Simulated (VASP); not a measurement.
# I (Im-3m) in VASP: a series of runs

The runs below take I through single point, with PBE.

Program: VASP 6.6.1. These are calculated values, not measurements. Logs are shortened: lines on timing, memory, paths and dates and some standing lists are left out, and cuts for length are marked.

## Step 1: Starting point

Symmetry: Im-3m, No. 229, cubic system. The conventional cell has a = 4.179 Å, b = 4.179 Å, c = 4.179 Å, α = 90.00°, β = 90.00°, γ = 90.00°. I (site symmetry m-3m) has 8 I at 3.62 Å as nearest neighbours.

The real solid is made of molecules; this cell is a model form.

## Step 2: Single point, PBE

File INCAR:

```
SYSTEM = I
PREC = Normal
ENCUT = 520
EDIFF = 1E-6
ISMEAR = 0
SIGMA = 0.05
LREAL = .FALSE.
LASPH = .TRUE.
NELM = 100
ALGO = Normal
ISIF = 2
LWAVE = .FALSE.
LCHARG = .FALSE.
GGA = PE
NBANDS = 10
ADDGRID = .FALSE.
```

File KPOINTS:

```
Automatic mesh
0
G
  8 8 8
  0 0 0
```

File POSCAR:

```
I
1.0
   -2.0893754423      2.0893754423      2.0893754423
    2.0893754423     -2.0893754423      2.0893754423
    2.0893754423      2.0893754423     -2.0893754423
I
1
Direct
    0.0000000000      0.0000000000      0.0000000000
```

Potentials or basis: VASP PAW PBE potentials, release 64 (I).

Launch:

```bash
cat potpaw_PBE.64/I/POTCAR > POTCAR
mpirun -np 1 vasp_std > vasp.out
```

OUTCAR:

```text
SYSTEM = I
   PREC = Normal
   ENCUT = 520
   EDIFF = 1E-6
   ISMEAR = 0
   LREAL = .FALSE.
   LASPH = .TRUE.
   NELM = 100
   ISIF = 2
   GGA = PE

 Found     29 irreducible k-points:

 Following reciprocal coordinates:
            Coordinates               Weight
  0.000000  0.000000  0.000000      1.000000
  0.125000  0.000000  0.000000     12.000000
  0.250000  0.000000  0.000000     12.000000
  0.375000  0.000000  0.000000     12.000000
  0.500000  0.000000  0.000000      6.000000
  0.125000  0.125000  0.000000     24.000000
   k-points           NKPTS =     29   k-points in BZ     NKDIM =     29   number of bands    NBANDS=     10
   number of dos      NEDOS =    301   number of ions     NIONS =      1
   total plane-waves  NPLWV =   8000
   dimension x,y,z NGX =    20 NGY =   20 NGZ =   20
   dimension x,y,z NGXF=    40 NGYF=   40 NGZF=   40
   ions per type =               1
   NGX,Y,Z   is equivalent  to a cutoff of   9.19,  9.19,  9.19 a.u.
   NGXF,Y,Z  is equivalent  to a cutoff of  18.38, 18.38, 18.38 a.u.
 SYSTEM =  I
   PREC   = normal    normal or accurate (medium, high low for compatibility)
   ISTART =      0    job   : 0-new  1-cont  2-samecut
   ICHARG =      2    charge: 1-file 2-atom 10-const
   ISPIN  =      1    spin polarized calculation?
   LNONCOLLINEAR =      F non collinear calculations
   LSORBIT =      F    spin-orbit coupling
   LASPH  =      T    aspherical Exc in radial PAW
   ENCUT  =  520.0 eV  38.22 Ry    6.18 a.u.   6.73  6.73  6.73*2*pi/ulx,y,z
   NELM   =    100;   NELMIN=  2; NELMDL= -5     # of ELM steps
   EDIFF  = 0.1E-05   stopping-criterion for ELM
   LREAL  =      F    real-space projection
   EDIFFG = 0.1E-04   stopping-criterion for IOM
   NSW    =      0    number of steps for IOM
   IBRION =     -1    ionic relax: 0-MD 1-quasi-New 2-CG
   NFREE  =      0    steps in history (QN), initial steepest desc. (CG)
   ISIF   =      2    stress and relaxation
   ISYM   =      2    0-nonsym 1-usesym 2-fastsym
   POTIM  = 0.5000    time-step for ionic-motion
   TEBEG  =    0.0;   TEEND  =   0.0 temperature during run
   PSTRESS=    0.0 pullay stress
   NELECT =       7.0000    total number of electrons
   NUPDOWN=      -1.0000    fix difference up-down
   EMIN   =  10.00;   EMAX   =-10.00  energy-range for DOS
   EFERMI =   0.00;   METHOD = LEGACY
   ISMEAR =     0;   SIGMA  =   0.05  broadening in eV -4-tet -1-fermi 0-gaus
   EFERMI_NEDOS =   21; number of points for ismear=-14 and -15
   IALGO  =     38    algorithm
   IMIX   =      4    mixing-type and parameters
     AMIX     =   0.40;   BMIX     =  1.00
     AMIX_MAG =   1.60;   BMIX_MAG =  1.00
  volume/ion in A,a.u.               =      36.48       246.21
  Fermi-wavevector in a.u.,A,eV,Ry     =   0.944215  1.784308 12.130172  0.891543
  Thomas-Fermi vector in A             =   2.071998
   LORBIT       =      0    0 simple, 1 ext, 2 COOP (PROOUT), +10 PAW based schemes
   GGA     = PE    functional components
   LHFCALC =     F    Hartree Fock is set to
   AEXX    =    0.0000 exact exchange contribution
   IVDW    =     0    specifies the selected vdW correction
   LEPSILON=     F    determine dielectric tensor
   LRPA    =     F    only Hartree local field effects (RPA)
 non-spin polarized calculation
 Gauss-broadening in eV      SIGMA  =   0.05
  energy-cutoff  :      520.00
  volume of cell :       36.48
 maximum number of plane-waves:       993
   NGX = 13   NGY = 13   NGZ = 13

 number of electron       6.9999998 magnetization

 Free energy of the ion-electron system (eV)
  ---------------------------------------------------
  ext. energy  EPLUGINS =         0.00000000
  ---------------------------------------------------
  free energy    TOTEN  =        -1.04186659 eV

  energy without entropy =       -1.03878064  energy(sigma->0) =       -1.04032361

 E-fermi :   4.0638     XC(G=0):  -8.9197

 val. band max:        4.0330261747   @ k =   0.3750   0.2500  -0.0000
 cond. band min:       4.0739110972   @ k =  -0.2500   0.2500   0.1250
 fundamental gap:      0.0408849225
 Fermi energy:         4.0638498796

 k-point     1 :       0.0000    0.0000    0.0000
  band No.  band energies     occupation
      1      -9.1829      2.00000
      2       4.8905      0.00000
      3       4.8905      0.00000
      4       4.8905      0.00000
      5      10.9340      0.00000
      6      13.8674      0.00000
      7      13.8674      0.00000
      8      13.8674      0.00000
      9      16.1004      0.00000
     10      16.1004      0.00000

 k-point     2 :       0.1250    0.0000    0.0000
  band No.  band energies     occupation
      1      -9.0226      2.00000
      2       3.8638      2.00000
      3       4.5995      0.00000
      4       4.8480      0.00000
      5      11.6703      0.00000
      6      13.1711      0.00000
      7      13.5066      0.00000
      8      14.6189      0.00000
      9      15.2775      0.00000
     10      15.5308      0.00000

 k-point     3 :       0.2500    0.0000    0.0000
  band No.  band energies     occupation
      1      -8.5905      2.00000
      2       1.9943      2.00000
      3       4.0030      1.91479
      4       4.7414      0.00000
      5      11.0779      0.00000
      6      12.1901      0.00000
      7      14.5449      0.00000
      8      15.4209      0.00000
      9      16.3640      0.00000
     10      16.5831      0.00000

 k-point     4 :       0.3750    0.0000    0.0000
  band No.  band energies     occupation
      1      -8.0678      2.00000
      2       0.4256      2.00000
      3       3.5064      2.00000
      4       4.6300      0.00000
      5      10.1859      0.00000
      6      11.5377      0.00000
      7      15.9697      0.00000
      8      16.0424      0.00000
      9      18.1167      0.00000
     10      19.3072      0.00000

 k-point     5 :       0.5000    0.0000    0.0000
  band No.  band energies     occupation
      1      -7.8110      2.00000
      2      -0.2019      2.00000
      3       3.3214      2.00000
      4       4.5828      0.00000
      5       9.8703      0.00000
      6      11.3146      0.00000
      7      16.9058      0.00000
      8      17.2809      0.00000
      9      17.6151      0.00000
     10      18.1035      0.00000

 k-point     6 :       0.1250    0.1250    0.0000
  band No.  band energies     occupation
      1      -8.7252      2.00000
      2       2.5913      2.00000
      3       4.1562      0.00899
      4       4.5855      0.00000
      5      11.9332      0.00000
      6      12.5932      0.00000
      7      13.3549      0.00000
      8      14.8019      0.00000
      9      16.3226      0.00000
     10      16.6415      0.00000

 [... further k-points ...]

------------------------ aborting loop because EDIFF is reached ----------------------------------------

  FORCE on cell =-STRESS in cart. coord.  units (eV):
  Direction    XX          YY          ZZ          XY          YZ          ZX
  --------------------------------------------------------------------------------------
  -------------------------------------------------------------------------------------
  Total       -0.0475544     -0.0475544     -0.0475544      0.0000000     -0.0000000      0.0000000
  in kB       -2.0882960     -2.0882960     -2.0882960      0.0000000     -0.0000000      0.0000000
  external PRESSURE =      -2.0882960 kB  Pullay stress =       0.0000000 kB

 VOLUME and BASIS-vectors are now :
 -----------------------------------------------------------------------------
  energy-cutoff  :      520.00
  volume of cell :       36.48
      direct lattice vectors                 reciprocal lattice vectors
    -2.089375442  2.089375442  2.089375442     0.000000000  0.239305962  0.239305962
     2.089375442 -2.089375442  2.089375442     0.239305962  0.000000000  0.239305962
     2.089375442  2.089375442 -2.089375442     0.239305962  0.239305962  0.000000000

 POSITION                                       TOTAL-FORCE (eV/Angst)
 -----------------------------------------------------------------------------------
      0.00000      0.00000      0.00000         0.000000     -0.000000      0.000000
 -----------------------------------------------------------------------------------
    total drift:                                0.000000      0.000000     -0.000000

  FREE ENERGIE OF THE ION-ELECTRON SYSTEM (eV)
  ---------------------------------------------------
  free  energy   TOTEN  =        -1.0418665893 eV

  energy  without entropy=       -1.0387806382  energy(sigma->0) =       -1.04032361
```

OSZICAR:

```text
N       E                     dE             d eps       ncg     rms          rms(c)
DAV:   1     0.198679629524E+02    0.19868E+02   -0.23381E+03   580   0.482E+02
DAV:   2    -0.222004951083E+00   -0.20090E+02   -0.19430E+02   790   0.836E+01
DAV:   3    -0.103412488399E+01   -0.81212E+00   -0.80656E+00   712   0.163E+01
DAV:   4    -0.104080168928E+01   -0.66768E-02   -0.66755E-02   732   0.187E+00
DAV:   5    -0.104089604049E+01   -0.94351E-04   -0.94350E-04   712   0.214E-01    0.349E+00
DAV:   6    -0.104114174707E+01   -0.24571E-03   -0.15965E-03   704   0.201E-01    0.213E+00
DAV:   7    -0.104186353840E+01   -0.72179E-03   -0.30589E-03   656   0.288E-01    0.104E-01
DAV:   8    -0.104186579930E+01   -0.22609E-05   -0.14107E-04   664   0.581E-02    0.164E-02
DAV:   9    -0.104186658930E+01   -0.79000E-06   -0.32342E-06   734   0.122E-02
   1 F= -.10418666E+01 E0= -.10403236E+01  d E =-.308595E-02
```

stdout:

```text
POSCAR found type information on POSCAR I
 POSCAR found :  1 types and       1 ions
 scaLAPACK will be used
 LDA part: xc-table for (Slater+PW92), standard interpolation
 POSCAR, INCAR and KPOINTS ok, starting setup
 FFT: planning ... GRIDC
 FFT: planning ... GRID_SOFT
 FFT: planning ... GRID
 WAVECAR not read
 entering main loop
```

Run time: 3.6 s. Hardware: 1 thread of Intel Xeon Platinum 8488C (Sapphire Rapids), shared host; peak memory 0.12 GiB.

These settings aren't checked as converged: the numbers below hold their error.

Results:

```
Free energy            : -1.0419 eV
Pressure               : -0.2 GPa
Band gap on the k mesh : none (metal or under the smearing width)
```

Caveat: an odd number of electrons without spin polarisation forces a metal; a magnetic or distorted state may lie lower.

## Step 3: Single point, PBE

This run uses another cell than the first one, of the same volume but with other edges.

INCAR is that of step 2.

KPOINTS is that of step 2.

File POSCAR:

```
I
1.0
   -2.1240960000      2.1667550000      2.1089740000
    2.1114880000     -2.1329730000      2.0625830000
    2.0399160000      2.0487930000     -2.0751920000
I
1
Direct
    0.0126280000     -0.0160290000     -0.0040210000
```

Potentials or basis: VASP PAW PBE potentials, release 64 (I).

Launch:

```bash
cat potpaw_PBE.64/I/POTCAR > POTCAR
mpirun -np 1 vasp_std > vasp.out
```

OUTCAR:

```text
SYSTEM = I
   PREC = Normal
   ENCUT = 520
   EDIFF = 1E-6
   ISMEAR = 0
   LREAL = .FALSE.
   LASPH = .TRUE.
   NELM = 100
   ISIF = 2
   GGA = PE

 Found    260 irreducible k-points:

 Following reciprocal coordinates:
            Coordinates               Weight
  0.000000  0.000000  0.000000      1.000000
  0.125000  0.000000 -0.000000      2.000000
  0.250000  0.000000 -0.000000      2.000000
  0.375000  0.000000  0.000000      2.000000
  0.500000  0.000000 -0.000000      1.000000
 -0.000000  0.125000 -0.000000      2.000000
   k-points           NKPTS =    260   k-points in BZ     NKDIM =    260   number of bands    NBANDS=     10
   number of dos      NEDOS =    301   number of ions     NIONS =      1
   total plane-waves  NPLWV =   9600
   dimension x,y,z NGX =    24 NGY =   20 NGZ =   20
   dimension x,y,z NGXF=    48 NGYF=   40 NGZF=   40
   ions per type =               1
   NGX,Y,Z   is equivalent  to a cutoff of  10.80,  9.13,  9.34 a.u.
   NGXF,Y,Z  is equivalent  to a cutoff of  21.60, 18.26, 18.69 a.u.
 SYSTEM =  I
   PREC   = normal    normal or accurate (medium, high low for compatibility)
   ISTART =      0    job   : 0-new  1-cont  2-samecut
   ICHARG =      2    charge: 1-file 2-atom 10-const
   ISPIN  =      1    spin polarized calculation?
   LNONCOLLINEAR =      F non collinear calculations
   LSORBIT =      F    spin-orbit coupling
   LASPH  =      T    aspherical Exc in radial PAW
   ENCUT  =  520.0 eV  38.22 Ry    6.18 a.u.   6.87  6.77  6.62*2*pi/ulx,y,z
   NELM   =    100;   NELMIN=  2; NELMDL= -5     # of ELM steps
   EDIFF  = 0.1E-05   stopping-criterion for ELM
   LREAL  =      F    real-space projection
   EDIFFG = 0.1E-04   stopping-criterion for IOM
   NSW    =      0    number of steps for IOM
   IBRION =     -1    ionic relax: 0-MD 1-quasi-New 2-CG
   NFREE  =      0    steps in history (QN), initial steepest desc. (CG)
   ISIF   =      2    stress and relaxation
   ISYM   =      2    0-nonsym 1-usesym 2-fastsym
   POTIM  = 0.5000    time-step for ionic-motion
   TEBEG  =    0.0;   TEEND  =   0.0 temperature during run
   PSTRESS=    0.0 pullay stress
   NELECT =       7.0000    total number of electrons
   NUPDOWN=      -1.0000    fix difference up-down
   EMIN   =  10.00;   EMAX   =-10.00  energy-range for DOS
   EFERMI =   0.00;   METHOD = LEGACY
   ISMEAR =     0;   SIGMA  =   0.05  broadening in eV -4-tet -1-fermi 0-gaus
   EFERMI_NEDOS =   21; number of points for ismear=-14 and -15
   IALGO  =     38    algorithm
   IMIX   =      4    mixing-type and parameters
     AMIX     =   0.40;   BMIX     =  1.00
     AMIX_MAG =   1.60;   BMIX_MAG =  1.00
  volume/ion in A,a.u.               =      36.48       246.21
  Fermi-wavevector in a.u.,A,eV,Ry     =   0.944215  1.784308 12.130170  0.891542
  Thomas-Fermi vector in A             =   2.071998
   LORBIT       =      0    0 simple, 1 ext, 2 COOP (PROOUT), +10 PAW based schemes
   GGA     = PE    functional components
   LHFCALC =     F    Hartree Fock is set to
   AEXX    =    0.0000 exact exchange contribution
   IVDW    =     0    specifies the selected vdW correction
   LEPSILON=     F    determine dielectric tensor
   LRPA    =     F    only Hartree local field effects (RPA)
 non-spin polarized calculation
 Gauss-broadening in eV      SIGMA  =   0.05
  energy-cutoff  :      520.00
  volume of cell :       36.48
 maximum number of plane-waves:       997
   NGX = 13   NGY = 13   NGZ = 13

 number of electron       7.0000002 magnetization

 Free energy of the ion-electron system (eV)
  ---------------------------------------------------
  ext. energy  EPLUGINS =         0.00000000
  ---------------------------------------------------
  free energy    TOTEN  =        -1.05198835 eV

  energy without entropy =       -1.04959680  energy(sigma->0) =       -1.05079258

 E-fermi :   4.0710     XC(G=0):  -8.9185

 val. band max:        4.0609024818   @ k =   0.2500   0.0000   0.5000
 cond. band min:       4.0804469585   @ k =  -0.1250  -0.2500   0.1250
 fundamental gap:      0.0195444767
 Fermi energy:         4.0710072077

 k-point     1 :       0.0000    0.0000    0.0000
  band No.  band energies     occupation
      1      -9.1898      2.00000
      2       4.7321      0.00000
      3       4.8995      0.00000
      4       5.0285      0.00000
      5      10.9147      0.00000
      6      13.6268      0.00000
      7      13.7599      0.00000
      8      14.1659      0.00000
      9      16.0556      0.00000
     10      16.2720      0.00000
[... 53 lines left out ...]
 k-point     6 :      -0.0000    0.1250   -0.0000
  band No.  band energies     occupation
      1      -9.0265      2.00000
      2       3.8790      2.00000
      3       4.5027      0.00000
      4       4.9014      0.00000
      5      11.6549      0.00000
      6      13.1069      0.00000
      7      13.5694      0.00000
      8      14.4845      0.00000
      9      15.3730      0.00000
     10      15.5486      0.00000

 [... further k-points ...]

------------------------ aborting loop because EDIFF is reached ----------------------------------------

  FORCE on cell =-STRESS in cart. coord.  units (eV):
  Direction    XX          YY          ZZ          XY          YZ          ZX
  --------------------------------------------------------------------------------------
  -------------------------------------------------------------------------------------
  Total       -0.0268325     -0.0527247     -0.0762623     -0.3611986      0.0647622     -0.0255075
  in kB       -1.1783160     -2.3153415     -3.3489671    -15.8616038      2.8439522     -1.1201319
  external PRESSURE =      -2.2808749 kB  Pullay stress =       0.0000000 kB

 VOLUME and BASIS-vectors are now :
 -----------------------------------------------------------------------------
  energy-cutoff  :      520.00
  volume of cell :       36.48
      direct lattice vectors                 reciprocal lattice vectors
    -2.124096000  2.166755000  2.108974000     0.005496097  0.235420953  0.237828778
     2.111488000 -2.132973000  2.062583000     0.241671392  0.002899229  0.240425590
     2.039916000  2.048793000 -2.075192000     0.245788549  0.242134979 -0.001217987

 POSITION                                       TOTAL-FORCE (eV/Angst)
 -----------------------------------------------------------------------------------
      4.08253     -0.03087     -0.01069         0.000000     -0.000000     -0.000000
 -----------------------------------------------------------------------------------
    total drift:                               -0.000001      0.000000     -0.000001

  FREE ENERGIE OF THE ION-ELECTRON SYSTEM (eV)
  ---------------------------------------------------
  free  energy   TOTEN  =        -1.0519883535 eV

  energy  without entropy=       -1.0495968014  energy(sigma->0) =       -1.05079258
```

OSZICAR:

```text
N       E                     dE             d eps       ncg     rms          rms(c)
DAV:   1     0.198167593994E+02    0.19817E+02   -0.24955E+03  5200   0.497E+02
DAV:   2    -0.269578013726E+00   -0.20086E+02   -0.19735E+02  6688   0.836E+01
DAV:   3    -0.104612459461E+01   -0.77655E+00   -0.76110E+00  6552   0.165E+01
DAV:   4    -0.105267388267E+01   -0.65493E-02   -0.65465E-02  6524   0.187E+00
DAV:   5    -0.105274974432E+01   -0.75862E-04   -0.75860E-04  6526   0.183E-01    0.349E+00
DAV:   6    -0.105155274214E+01    0.11970E-02   -0.31862E-03  6014   0.260E-01    0.214E+00
DAV:   7    -0.105203053762E+01   -0.47780E-03   -0.49593E-03  5894   0.342E-01    0.137E-01
DAV:   8    -0.105198528399E+01    0.45254E-04   -0.30076E-04  5780   0.860E-02    0.354E-02
DAV:   9    -0.105198863723E+01   -0.33532E-05   -0.14305E-05  6592   0.219E-02    0.973E-03
DAV:  10    -0.105198835345E+01    0.28378E-06   -0.90629E-07  3718   0.446E-03
   1 F= -.10519884E+01 E0= -.10507926E+01  d E =-.239155E-02
```

Wall time 16 s (1 thread of Intel Xeon Platinum 8488C (Sapphire Rapids), shared host); peak memory 0.19 GiB.

These settings aren't checked as converged: the numbers below hold their error.

Results:

```yaml
Free_energy: -1.0520 eV
Pressure: -0.2 GPa
Band_gap_on_the_k_mesh: none (metal or under the smearing width)
```

Caveat: an odd number of electrons without spin polarisation forces a metal; a magnetic or distorted state may lie lower.

## Step 4: Single point, PBE

Changes to INCAR since step 3:

```diff
@@ -1,3 +1,3 @@
 SYSTEM = I
-PREC = Normal
+PREC = Accurate
 ENCUT = 520
@@ -6,3 +6,3 @@
 SIGMA = 0.05
-LREAL = .FALSE.
+LREAL = Auto
 LASPH = .TRUE.
```

KPOINTS is that of step 3.

File POSCAR:

```
I
1.0
   -2.0893754423      2.0893754423      2.0893754423
    2.0893754423     -2.0893754423      2.0893754423
    2.0893754423      2.0893754423     -2.0893754423
I
1
Direct
    0.0000000000      0.0000000000      0.0000000000
```

Launch:

```bash
cat potpaw_PBE.64/I/POTCAR > POTCAR
mpirun -np 1 vasp_std > vasp.out
```

Run time: 8.7 s. Hardware: 1 thread of Intel Xeon Platinum 8488C (Sapphire Rapids), shared host; peak memory 0.15 GiB.

These settings aren't checked as converged: the numbers below hold their error.

What came out:

```yaml
Free_energy: -1.0423 eV
Pressure: -0.2 GPa
Band_gap_on_the_k_mesh: none (metal or under the smearing width)
```

Caveat: an odd number of electrons without spin polarisation forces a metal; a magnetic or distorted state may lie lower.

(Continued in part 2 of 2.)
